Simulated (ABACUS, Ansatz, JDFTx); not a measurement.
**The equilibrium volume of BN, sorted by core time**

```cif
data_structure
_symmetry_space_group_name_H-M 'F-43m'
_symmetry_Int_Tables_number 216
_cell_length_a 3.6260
_cell_length_b 3.6260
_cell_length_c 3.6260
_cell_angle_alpha 90.000
_cell_angle_beta 90.000
_cell_angle_gamma 90.000
_cell_volume 47.67
loop_
_atom_site_label
_atom_site_type_symbol
_atom_site_symmetry_multiplicity
_atom_site_Wyckoff_symbol
_atom_site_fract_x
_atom_site_fract_y
_atom_site_fract_z
_atom_site_occupancy
N1 N 4 d 0.25000 0.25000 0.75000 1
B1 B 4 a 0.00000 0.00000 0.00000 1
```

| rung | level | program and potentials | cutoff (eV) | k mesh | smearing | task | core time | chip | equilibrium volume (Å³/atom) | miss | notes |
| --- | --- | --- | --- | --- | --- | --- | --- | --- | --- | --- | --- |
| GGA | revPBE | Ansatz, all-electron LAPW, scalar-relativistic | - | 13 × 13 × 13 | fermi-dirac 0.05 | relaxation of cell and atoms | 17 s | Arm Neoverse V2 | 6.02 | +1.9 % | - |
| GGA + dispersion | PBEsol+D3(BJ) | Ansatz, all-electron LAPW, scalar-relativistic | - | 13 × 13 × 13 | fermi-dirac 0.05 | relaxation of cell and atoms | 21 s | Arm Neoverse V1 | 5.80 | -1.9 % | - |
| GGA + dispersion | PBE+D3(BJ) | Ansatz, all-electron LAPW, scalar-relativistic | - | 13 × 13 × 13 | fermi-dirac 0.05 | relaxation of cell and atoms | 22 s | Arm Neoverse V1 | 5.86 | -0.8 % | - |
| GGA + dispersion | PBE+D3(zero damping) | JDFTx, PseudoDojo-SR-PBE-0.5-standard | 1143 | 13 × 13 × 13 | fermi-dirac 0.05 | relaxation of cell and atoms | 52 s | Arm Neoverse V2 | 5.90 | -0.2 % | - |
| GGA | PBE | ABACUS, PseudoDojo NC SR 0.4.1 PBE standard, plane waves | 1143 | 13 × 13 × 13 | fermi-dirac 0.05 | equation of state | 3.1 min | Intel Xeon Platinum 8259CL Skylake/Cascade Lake | (a) | ? | - |

Times are single runs on shared hosts and different chips, so they are rough; meshes, cutoffs and the tasks' sizes weigh on the time. All rows: no spin polarisation. Smearing widths are in eV. Meshes are those of the run's cell of 2 atoms unless a note names another. Relaxations start from the cell shown or near it and stop with a little pressure left. The cell shown, of 5.96 Å³ an atom, is the runs' start and not the measured value. Misses use the values as printed. Runs on faulty files, with rough fits or with known faults for this quantity aren't shown. No row holds spin-orbit coupling.

Measured: 5.91 Å³/atom at 295 K (arxiv:cond-mat/0702656). The runs are for a static lattice.

Problem. Estimate the value left out from the other rows.

Solution. (a) 5.95 Å³/atom, miss +0.7 %.
